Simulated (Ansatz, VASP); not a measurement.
## Two plane-wave programs on LiF

INCAR

```
SYSTEM = LiF
PREC = Accurate ; ENCUT = 520
EDIFF = 1E-6 ; ISMEAR = 0
SIGMA = 0.05 ; LREAL = .FALSE.
LASPH = .TRUE. ; NELM = 100
ALGO = Normal ; ISIF = 2
LWAVE = .FALSE. ; LCHARG = .FALSE.
NBANDS = 18
```

The input KPOINTS:

```
regular mesh
0
G
  9 9 6
  0 0 0
```

POSCAR

```
LiF
1.0
    3.0150257202      0.0000000000      0.0000000000
   -1.5075128601      2.6110888668      0.0000000000
    0.0000000000      0.0000000000      4.7352147014
Li F
2 2
Direct
    0.3333333333      0.6666666667      0.3811542600
    0.6666666667      0.3333333333      0.8811542600
    0.3333333333      0.6666666667      0.9938437400
    0.6666666667      0.3333333333      0.4938437400
```

Input for Ansatz:

```yaml
crystal:
  lattice:
    - [3.0150257202, 0.0, 0.0]
    - [-1.5075128601, 2.6110888668, 0.0]
    - [0.0, 0.0, 4.7352147014]
  atoms:
    - { symbol: Li, position: [0.3333333333, 0.6666666667, 0.38115426] }
    - { symbol: Li, position: [0.6666666667, 0.3333333333, 0.88115426] }
    - { symbol: F, position: [0.3333333333, 0.6666666667, 0.99384374] }
    - { symbol: F, position: [0.6666666667, 0.3333333333, 0.49384374] }
basis:
  ecutwfc: 420
kpoints:
  mp_grid: { grid: [9, 9, 6] }
hamiltonian:
  xc: lda
scf:
  occupations: { method: gaussian, width: 0.05 }
output:
  forces: true
  stress: true
  eigenvalues: true
```

Change from the starting cell: strain -0.015 along x and y, -0.015 along z, atoms carried along.

Alike in both runs: task single point; functional LDA; k mesh 9 × 9 × 6; occupations gaussian, width 0.05 eV; no spin polarisation.

|  | VASP | Ansatz |
| --- | --- | --- |
| version | VASP 6.6.1 | Ansatz 0.2.0 |
| potentials or method | VASP PAW LDA potentials, release 64 (Li_sv, F) | scalar-relativistic, plane waves, PAW |
| plane-wave cutoff (eV) | 520 | 420 |
| valence electrons in the cell | 20 | 20 |

|  | VASP | Ansatz | Ansatz less VASP |
| --- | --- | --- | --- |
| gap on the k mesh at the Fermi level (eV) | 7.84 | 7.85 | +0.017 |
| least direct gap on the mesh (eV) | 7.84 | 7.85 | +0.017 |

Caveats: an odd mesh through Γ misses points on the zone boundary, where band edges often lie.
